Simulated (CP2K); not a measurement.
Runs of CP2K 2026.2 on HfC. It takes space group Fm-3m (No. 225, cubic). Conventional cell: a = 4.650 Å, b = 4.650 Å, c = 4.650 Å, α = 90.00°, β = 90.00°, γ = 90.00°. Hf (site symmetry m-3m) is surrounded by 6 C at 2.32 Å. C (site symmetry m-3m) is surrounded by 6 Hf at 2.32 Å. 

| task | level | potentials or basis | cell | smearing | EPS_DEFAULT | NGRIDS | points a segment of the path (NPOINTS) | bands added on the path | CUTOFF of the grids | gap on the mesh (eV) | pressure (GPa) |
| --- | --- | --- | --- | --- | --- | --- | --- | --- | --- | --- | --- |
| band structure | r2SCAN | POTENTIAL_UZH Hf GTH-SCAN-q12, C GTH-SCAN-q4; TZVP-MOLOPT-SCAN-GTH basis | as given | fermi-dirac 0.1 eV | 1.0E-10 | 5 | 8 | 4 | 675 Ry | none | -6.0 |
| single point | PBEsol+rVV10 | POTENTIAL_UZH Hf GTH-PBE-q12, C GTH-PBE-q4; TZVP-MOLOPT-PBE-GTH basis | as given | fermi-dirac 0.05 eV | 1.0E-9 | 5 | - | - | 450 Ry | none | -6.9 |
| band structure | r2SCAN | POTENTIAL_UZH Hf GTH-PBE-q12, C GTH-PBE-q4; TZVP-MOLOPT-PBE-GTH basis | as given | fermi-dirac 0.05 eV | 1.0E-10 | 5 | 6 | 6 | 675 Ry | none | -0.9 |
| band structure | PBEsol | POTENTIAL_UZH Hf GTH-PBE-q12, C GTH-PBE-q4; TZVP-MOLOPT-PBE-GTH basis | as given | fermi-dirac 0.01 eV | 1.0E-9 | 5 | 6 | 4 | 450 Ry | none | -6.5 |
| single point | PBEsol | POTENTIAL_UZH Hf GTH-PBE-q12, C GTH-PBE-q4; TZVP-MOLOPT-PBE-GTH basis | the cell as VASP's run set it | gaussian 0.1 eV | 1.0E-10 | 4 | - | - | 450 Ry | none | -6.5 |
| band structure | PBEsol | POTENTIAL_UZH Hf GTH-PBE-q12, C GTH-PBE-q4; TZVP-MOLOPT-PBE-GTH basis | as given | fermi-dirac 0.0259 eV | 1.0E-9 | 4 | 6 | 2 | 450 Ry | none | -6.5 |
| band structure | r2SCAN | POTENTIAL_UZH Hf GTH-SCAN-q12, C GTH-SCAN-q4; TZVP-MOLOPT-SCAN-GTH basis | as given | fermi-dirac 0.05 eV | 1.0E-9 | 4 | 8 | 6 | 675 Ry | none | -6.0 |
| band structure | LDA | POTENTIAL_UZH Hf GTH-PBE-q12, C GTH-PBE-q4; TZVP-MOLOPT-PBE-GTH basis | as given | fermi-dirac 0.05 eV | 1.0E-10 | 5 | 6 | 6 | 675 Ry | none | (a) |
| band structure | PBE | POTENTIAL_UZH Hf GTH-PBE-q12, C GTH-PBE-q4; TZVP-MOLOPT-PBE-GTH basis | as given | fermi-dirac 0.05 eV | 1.0E-9 | 5 | 6 | 2 | 450 Ry | none | -1.6 |
| band structure | TB-mBJ | POTENTIAL_UZH Hf GTH-PBE-q12, C GTH-PBE-q4; TZVP-MOLOPT-PBE-GTH basis | as given | fermi-dirac 0.05 eV | 1.0E-9 | 4 | 8 | 6 | 675 Ry | none | - |
| single point | PBEsol | POTENTIAL_UZH Hf GTH-PBE-q12, C GTH-PBE-q4; TZVP-MOLOPT-PBE-GTH basis | as given | fermi-dirac 0.05 eV | 1.0E-10 | 4 | - | - | 450 Ry | none | -6.5 |

Alike in all rows: no spin polarisation; k mesh 10 × 10 × 10.

Question: Fill in the values left out.

Answer: (a) -9.1.

Caveats: the basis of atomic orbitals isn't converged, which shifts pressures, moduli and gaps; the potentials were made for another functional, which shifts forces and pressure (some runs); this is a model potential without an energy functional, so only levels have meaning (some runs).

A k mesh can miss the band edges, and the runs leave out spin-orbit coupling on Hf.

A gap of «none» marks a metal or a gap under the smearing width.

Not every run made on this cell is shown here.
